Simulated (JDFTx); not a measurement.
# NaH (Fm-3m) in JDFTx: further runs

Runs on NaH. Level: LDA. Tasks: equation of state.

All numbers are computed with JDFTx 1.7.0 (patched build); they aren't measurements. Logs are shortened: lines on timing, memory, paths and dates and some standing lists are left out, and cuts for length are marked. The log counts tension as positive stress, the text compression.

## (1) The structure

It takes space group Fm-3m (No. 225, cubic). Conventional cell: a = 4.880 Å, b = 4.880 Å, c = 4.880 Å, α = 90.00°, β = 90.00°, γ = 90.00°. Na (site symmetry m-3m) is surrounded by 6 H at 2.44 Å. Around H (site symmetry m-3m) lie 6 Na at 2.44 Å.

## (2) Equation of state, LDA, 13.66 Å³/atom (volume scaled by 0.94)

Contents of NaH.in:

```
lattice \
    0.0000000000     4.5168046848     4.5168046848 \
    4.5168046848     0.0000000000     4.5168046848 \
    4.5168046848     4.5168046848     0.0000000000
coords-type Cartesian
ion Na     0.0000000000     0.0000000000     0.0000000000 1
ion H      4.5168046848     4.5168046848     4.5168046848 1

ion-species pseudo/Na.upf
ion-species pseudo/H.upf
elec-cutoff 44 352
elec-ex-corr lda-PW
kpoint-folding 9 9 9
elec-smearing Fermi 0.0018374661
elec-n-bands 10
electronic-SCF nIterations 100 energyDiffThreshold 1e-09
electronic-minimize nIterations 30 energyDiffThreshold 1e-7
forces-output-coords Cartesian

dump-name run.$VAR
dump End Ecomponents EigStats BandEigs Kpoints Forces Stress ElecDensity Dtot KEdensity
```

Potentials or basis: PseudoDojo-SR-LDA-0.4.1-standard with smoothed tails.

Started as:

```console
$ jdftx -c 1 -i NaH.in -o NaH.out
```

Log:

```text
*************** JDFTx 1.7.0 (patched build) ***************

Input parsed successfully to the following command list (including defaults):
[... the input with its defaults ...]

---------- Setting up symmetries ----------

Found 48 point-group symmetries of the bravais lattice
Found 48 space-group symmetries with basis
Applied RMS atom displacement 3.65503e-16 bohrs to make symmetries exact.

---------- Initializing the Grid ----------
R =
[            0       4.5168       4.5168  ]
[       4.5168            0       4.5168  ]
[       4.5168       4.5168            0  ]
unit cell volume = 184.299
G =
[  -0.695534   0.695534   0.695534  ]
[   0.695534  -0.695534   0.695534  ]
[   0.695534   0.695534  -0.695534  ]
Minimum fftbox size, Smin = [  56  56  56  ]
Chosen fftbox size, S = [  56  56  56  ]

---------- Initializing tighter grid for wavefunction operations ----------
R =
[            0       4.5168       4.5168  ]
[       4.5168            0       4.5168  ]
[       4.5168       4.5168            0  ]
unit cell volume = 184.299
G =
[  -0.695534   0.695534   0.695534  ]
[   0.695534  -0.695534   0.695534  ]
[   0.695534   0.695534  -0.695534  ]
Minimum fftbox size, Smin = [  40  40  40  ]
Chosen fftbox size, S = [  40  40  40  ]

---------- Exchange Correlation functional ----------
Initalized Slater LDA exchange.
Initalized Perdew-Wang LDA correlation.

---------- Setting up pseudopotentials ----------
Width of ionic core gaussian charges (only for fluid interactions / plotting) set to 0

Reading pseudopotential file 'pseudo/Na.upf':
  'Na' pseudopotential, 'SLA  PW   NOGX NOGC' functional
  Generated using ONCVPSP code by D. R. Hamann
  9 valence electrons, 3 orbitals, 4 projectors, 1001 radial grid points, with lMax = 1
    2S    l: 0   occupation:  2.0   eigenvalue: -2.070187
    2P    l: 1   occupation:  6.0   eigenvalue: -1.059373
    3S    l: 0   occupation:  1.0   eigenvalue: -0.103610
  Core radius for overlap checks: 1.48 bohrs.

Reading pseudopotential file 'pseudo/H.upf':
  'H' pseudopotential, 'SLA  PW   NOGX NOGC' functional
  Generated using ONCVPSP code by D. R. Hamann
  1 valence electrons, 1 orbitals, 3 projectors, 1001 radial grid points, with lMax = 1
    1S    l: 0   occupation:  1.0   eigenvalue: -0.233459
  Core radius for overlap checks: 0.96 bohrs.

Initialized 2 species with 2 total atoms.

Folded 1 k-points by 9x9x9 to 729 k-points.

---------- Setting up k-points, bands, fillings ----------
Reduced to 35 k-points under symmetry.
Computing the number of bands and number of electrons
Calculating initial fillings.
nElectrons:  10.000000   nBands: 10   nStates: 35

----- Setting up reduced wavefunction bases (one per k-point) -----
average nbasis = 2569.099 , ideal nbasis = 2569.194

---------- Setting up ewald sum ----------
Optimum gaussian width for ewald sums = 2.051455 bohr.
Real space sum over 1331 unit cells with max indices [  5  5  5  ]
Reciprocal space sum over 2197 terms with max indices [  6  6  6  ]

---------- Allocating electronic variables ----------
Initializing wave functions:  linear combination of atomic orbitals
Note: number of bands (10) exceeds available atomic orbitals (6)
Na pseudo-atom occupations:   s ( 2 1 )  p ( 6 )
H pseudo-atom occupations:   s ( 1 )
	FillingsUpdate:  mu: +0.147965621  nElectrons: 10.000000
LCAOMinimize: Iter:   0  F: -46.1871669791898540  |grad|_K:  2.684e-03  alpha:  1.000e+00
	FillingsUpdate:  mu: +0.100000000  nElectrons: 10.000000
LCAOMinimize: Iter:   1  F: -46.1960429195932250  |grad|_K:  3.526e-05  alpha:  6.882e-01  linmin:  2.203e-01  cgtest: -3.629e-01
	FillingsUpdate:  mu: +0.100000000  nElectrons: 10.000000
LCAOMinimize: Iter:   2  F: -46.1960444761159081  |grad|_K:  1.346e-05  alpha:  8.344e-01  linmin:  4.757e-04  cgtest:  3.840e-01
LCAOMinimize: Encountered beta<0, resetting CG.
	FillingsUpdate:  mu: +0.100000000  nElectrons: 10.000000
LCAOMinimize: Iter:   3  F: -46.1960446922490604  |grad|_K:  3.095e-07  alpha:  6.821e-01  linmin: -7.658e-04  cgtest:  2.298e-03
	FillingsUpdate:  mu: +0.100000000  nElectrons: 10.000000
LCAOMinimize: Iter:   4  F: -46.1960446924105312  |grad|_K:  2.253e-08  alpha:  9.636e-01  linmin:  1.374e-03  cgtest: -1.003e-02
LCAOMinimize: Converged (|Delta F|<1.000000e-06 for 2 iters).

-------- Electronic minimization -----------
Will mix electronic density at each iteration.
	FillingsUpdate:  mu: +0.100000000  nElectrons: 10.000000
	FillingsUpdate:  mu: +0.100000000  nElectrons: 10.000000
SCF: Cycle:  0   F: -46.204598932880486   dF: -8.554e-03   |Residual|: 2.373e-02   |deigs|: 1.300e-01
	FillingsUpdate:  mu: +0.100000000  nElectrons: 10.000000
SCF: Cycle:  1   F: -46.204849841855676   dF: -2.509e-04   |Residual|: 9.464e-03   |deigs|: 4.368e-03
	FillingsUpdate:  mu: +0.100000000  nElectrons: 10.000000
SCF: Cycle:  2   F: -46.204898715153519   dF: -4.887e-05   |Residual|: 1.299e-03   |deigs|: 1.488e-03
	FillingsUpdate:  mu: +0.100000000  nElectrons: 10.000000
SCF: Cycle:  3   F: -46.204898909459658   dF: -1.943e-07   |Residual|: 2.395e-04   |deigs|: 1.306e-04
	FillingsUpdate:  mu: +0.100000000  nElectrons: 10.000000
SCF: Cycle:  4   F: -46.204898935743870   dF: -2.628e-08   |Residual|: 5.270e-05   |deigs|: 1.245e-04
	FillingsUpdate:  mu: +0.100000000  nElectrons: 10.000000
SCF: Cycle:  5   F: -46.204898936771855   dF: -1.028e-09   |Residual|: 2.317e-05   |deigs|: 4.507e-05
	FillingsUpdate:  mu: +0.100000000  nElectrons: 10.000000
SCF: Cycle:  6   F: -46.204898936858001   dF: -8.615e-11   |Residual|: 2.424e-06   |deigs|: 6.219e-05
	FillingsUpdate:  mu: +0.100000000  nElectrons: 10.000000
SCF: Cycle:  7   F: -46.204898936867764   dF: -9.763e-12   |Residual|: 9.442e-07   |deigs|: 6.417e-05
SCF: Converged (|Delta E|<1.000000e-09 for 2 iters).

Setting wave functions to eigenvectors of Hamiltonian

# Stress tensor in Cartesian coordinates [Eh/a0^3]:
[  4.71019e-05            0            0  ]
[            0  4.71019e-05            0  ]
[            0            0  4.71019e-05  ]

# Ionic positions in cartesian coordinates:
ion Na   0.000000000000000   0.000000000000000   0.000000000000000 1
ion H   4.516804684800001   4.516804684800001   4.516804684800001 1

# Forces in Cartesian coordinates:
force Na   0.000000000000000   0.000000000000000  -0.000000000000000 1
force H  -0.000000000000000  -0.000000000000000   0.000000000000000 1

# Energy components:
   Eewald =      -21.8945642776948084
       EH =       18.1697284226205724
     Eloc =      -48.7988450793812802
      Enl =      -14.9476889885133239
      Exc =       -7.0154236112836115
       KE =       28.2818945973846780
-------------------------------------
     Etot =      -46.2048989368677638
       TS =        0.0000000000000000
-------------------------------------
        F =      -46.2048989368677638

IonicMinimize: Iter:   0  F: -46.204898936867764  |grad|_K:       -nan
IonicMinimize: None of the convergence criteria satisfied after 0 iterations.

#--- Lowdin population analysis ---
# oxidation-state Na +0.576
# oxidation-state H -0.552

Dumping 'run.eigStats' ...
	eMin: -1.796745 at state 0 ( [ +0.000000 +0.000000 +0.000000 ] spin 0 )
	HOMO: +0.026923 at state 33 ( [ +0.111111 +0.444444 -0.333333 ] spin 0 )
	mu  : +0.100000
	LUMO: +0.165861 at state 9 ( [ +0.000000 +0.111111 -0.444444 ] spin 0 )
	eMax: +0.706325 at state 22 ( [ +0.000000 +0.333333 -0.333333 ] spin 0 )
	HOMO-LUMO gap: +0.138938
	Optical gap  : +0.167239 at state 9 ( [ +0.000000 +0.111111 -0.444444 ] spin 0 )
Done!
[note: mu as printed may lie anywhere between the filled and the empty levels]
```

It took 21 s on 1 thread of Intel Xeon Platinum 8375C at 2.90GHz (Ice Lake), shared host; peak memory 0.09 GiB.

What came out:

```yaml
Free_energy: -1257.2994 eV
Pressure: -1.4 GPa
Band_gap_on_the_k_mesh: 3.78 eV, indirect (least direct gap 4.55 eV)
Loewdin_charges: Na +0.58; H -0.55 e
```

Caveat: an odd mesh through Γ misses points on the zone boundary, where band edges often lie.

## (3) Equation of state, LDA, 13.95 Å³/atom (volume scaled by 0.96)

Contents of NaH.in:

```
lattice \
    0.0000000000     4.5486142164     4.5486142164 \
    4.5486142164     0.0000000000     4.5486142164 \
    4.5486142164     4.5486142164     0.0000000000
coords-type Cartesian
ion Na     0.0000000000     0.0000000000     0.0000000000 1
ion H      4.5486142164     4.5486142164     4.5486142164 1

ion-species pseudo/Na.upf
ion-species pseudo/H.upf
elec-cutoff 44 352
elec-ex-corr lda-PW
kpoint-folding 9 9 9
elec-smearing Fermi 0.0018374661
elec-n-bands 10
electronic-SCF nIterations 100 energyDiffThreshold 1e-09
electronic-minimize nIterations 30 energyDiffThreshold 1e-7
forces-output-coords Cartesian

dump-name run.$VAR
dump End Ecomponents EigStats BandEigs Kpoints Forces Stress
```

Potentials or basis: PseudoDojo-SR-LDA-0.4.1-standard with smoothed tails.

Started as:

```console
$ jdftx -c 1 -i NaH.in -o NaH.out
```

Wall time 22 s (1 thread of Intel Xeon Platinum 8375C at 2.90GHz (Ice Lake), shared host); peak memory 0.09 GiB.

Results (log left out):

```yaml
Free_energy: -1257.2935 eV
Pressure: -1.8 GPa
Band_gap_on_the_k_mesh: 3.74 eV, indirect (least direct gap 4.50 eV)
Loewdin_charges: Na +0.57; H -0.55 e
```

Caveat: an odd mesh through Γ misses points on the zone boundary, where band edges often lie.

## (4) Equation of state, LDA, 14.24 Å³/atom (volume scaled by 0.98)

NaH.in, as its differences from that of step 3:

```diff
@@ -1,8 +1,8 @@
 lattice \
-    0.0000000000     4.5486142164     4.5486142164 \
-    4.5486142164     0.0000000000     4.5486142164 \
-    4.5486142164     4.5486142164     0.0000000000
+    0.0000000000     4.5799849609     4.5799849609 \
+    4.5799849609     0.0000000000     4.5799849609 \
+    4.5799849609     4.5799849609     0.0000000000
 coords-type Cartesian
 ion Na     0.0000000000     0.0000000000     0.0000000000 1
-ion H      4.5486142164     4.5486142164     4.5486142164 1
+ion H      4.5799849609     4.5799849609     4.5799849609 1
```

Started as:

```console
$ jdftx -c 1 -i NaH.in -o NaH.out
```

Run time: 22 s. Hardware: 1 thread of Intel Xeon Platinum 8375C at 2.90GHz (Ice Lake), shared host; peak memory 0.09 GiB.

Results (log left out):

* Free energy: -1257.2862 eV
* Pressure: -2.2 GPa
* Band gap on the k mesh: 3.71 eV, indirect (least direct gap 4.46 eV)
* Loewdin charges: Na +0.57; H -0.55 e

Caveat: an odd mesh through Γ misses points on the zone boundary, where band edges often lie.

## (5) Equation of state, LDA, 14.53 Å³/atom

NaH.in, as its differences from that of step 4:

```diff
@@ -1,8 +1,8 @@
 lattice \
-    0.0000000000     4.5799849609     4.5799849609 \
-    4.5799849609     0.0000000000     4.5799849609 \
-    4.5799849609     4.5799849609     0.0000000000
+    0.0000000000     4.6109317441     4.6109317441 \
+    4.6109317441     0.0000000000     4.6109317441 \
+    4.6109317441     4.6109317441     0.0000000000
 coords-type Cartesian
 ion Na     0.0000000000     0.0000000000     0.0000000000 1
-ion H      4.5799849609     4.5799849609     4.5799849609 1
+ion H      4.6109317441     4.6109317441     4.6109317441 1
```

Started as:

```console
$ jdftx -c 1 -i NaH.in -o NaH.out
```

Wall time 25 s (1 thread of Intel Xeon Platinum 8375C at 2.90GHz (Ice Lake), shared host); peak memory 0.09 GiB.

The run converged. Its results:

* Free energy: -1257.2774 eV
* Pressure: -2.6 GPa
* Band gap on the k mesh: 3.67 eV, indirect (least direct gap 4.42 eV)
* Loewdin charges: Na +0.57; H -0.55 e

Caveat: an odd mesh through Γ misses points on the zone boundary, where band edges often lie.

## (6) Equation of state, LDA, 14.82 Å³/atom (volume scaled by 1.02)

NaH.in, as its differences from that of step 5:

```diff
@@ -1,8 +1,8 @@
 lattice \
-    0.0000000000     4.6109317441     4.6109317441 \
-    4.6109317441     0.0000000000     4.6109317441 \
-    4.6109317441     4.6109317441     0.0000000000
+    0.0000000000     4.6414686058     4.6414686058 \
+    4.6414686058     0.0000000000     4.6414686058 \
+    4.6414686058     4.6414686058     0.0000000000
 coords-type Cartesian
 ion Na     0.0000000000     0.0000000000     0.0000000000 1
-ion H      4.6109317441     4.6109317441     4.6109317441 1
+ion H      4.6414686058     4.6414686058     4.6414686058 1
```

Potentials or basis: PseudoDojo-SR-LDA-0.4.1-standard with smoothed tails.

Started as:

```console
$ jdftx -c 1 -i NaH.in -o NaH.out
```

Wall time 22 s (1 thread of Intel Xeon Platinum 8375C at 2.90GHz (Ice Lake), shared host); peak memory 0.09 GiB.

Results (log left out):

* Free energy: -1257.2674 eV
* Pressure: -2.9 GPa
* Band gap on the k mesh: 3.64 eV, indirect (least direct gap 4.37 eV)
* Loewdin charges: Na +0.57; H -0.55 e

Caveat: an odd mesh through Γ misses points on the zone boundary, where band edges often lie.

## (7) Equation of state, LDA, 15.11 Å³/atom (volume scaled by 1.04)

NaH.in, as its differences from that of step 6:

```diff
@@ -1,8 +1,8 @@
 lattice \
-    0.0000000000     4.6414686058     4.6414686058 \
-    4.6414686058     0.0000000000     4.6414686058 \
-    4.6414686058     4.6414686058     0.0000000000
+    0.0000000000     4.6716088569     4.6716088569 \
+    4.6716088569     0.0000000000     4.6716088569 \
+    4.6716088569     4.6716088569     0.0000000000
 coords-type Cartesian
 ion Na     0.0000000000     0.0000000000     0.0000000000 1
-ion H      4.6414686058     4.6414686058     4.6414686058 1
+ion H      4.6716088569     4.6716088569     4.6716088569 1
```

Started as:

```console
$ jdftx -c 1 -i NaH.in -o NaH.out
```

Run time: 22 s. Hardware: 1 thread of Intel Xeon Platinum 8375C at 2.90GHz (Ice Lake), shared host; peak memory 0.09 GiB.

It converged, with:

- Free energy: -1257.2563 eV
- Pressure: -3.2 GPa
- Band gap on the k mesh: 3.61 eV, indirect (least direct gap 4.33 eV)
- Loewdin charges: Na +0.57; H -0.54 e

Caveat: an odd mesh through Γ misses points on the zone boundary, where band edges often lie.

## (8) Equation of state, LDA, 15.40 Å³/atom (volume scaled by 1.06)

NaH.in, as its differences from that of step 7:

```diff
@@ -1,8 +1,8 @@
 lattice \
-    0.0000000000     4.6716088569     4.6716088569 \
-    4.6716088569     0.0000000000     4.6716088569 \
-    4.6716088569     4.6716088569     0.0000000000
+    0.0000000000     4.7013651296     4.7013651296 \
+    4.7013651296     0.0000000000     4.7013651296 \
+    4.7013651296     4.7013651296     0.0000000000
 coords-type Cartesian
 ion Na     0.0000000000     0.0000000000     0.0000000000 1
-ion H      4.6716088569     4.6716088569     4.6716088569 1
+ion H      4.7013651296     4.7013651296     4.7013651296 1
```

Started as:

```console
$ jdftx -c 1 -i NaH.in -o NaH.out
```

It took 22 s on 1 thread of Intel Xeon Platinum 8375C at 2.90GHz (Ice Lake), shared host; peak memory 0.1 GiB.

The run converged. Its results:

```yaml
Free_energy: -1257.2442 eV
Pressure: -3.5 GPa
Band_gap_on_the_k_mesh: 3.57 eV, indirect (least direct gap 4.29 eV)
Loewdin_charges: Na +0.57; H -0.54 e
```

Caveat: an odd mesh through Γ misses points on the zone boundary, where band edges often lie.

## (9) Equation of state, LDA

Potentials or basis: PseudoDojo-SR-LDA-0.4.1-standard with smoothed tails.

No new run: the results of the series are fitted here.

What came out:

```
Equilibrium volume : 12.91 Å³/atom (rough: see the caveat)
Bulk modulus       : 27 GPa (rough)
```

Energy against volume, from the lowest point:
```csv
volume (Å³/atom),energy (meV/atom)
13.655,0.00
13.946,2.92
14.236,6.60
14.527,10.97
14.817,15.96
15.108,21.51
15.398,27.56
```

Caveat: the minimum lies outside the volumes run.
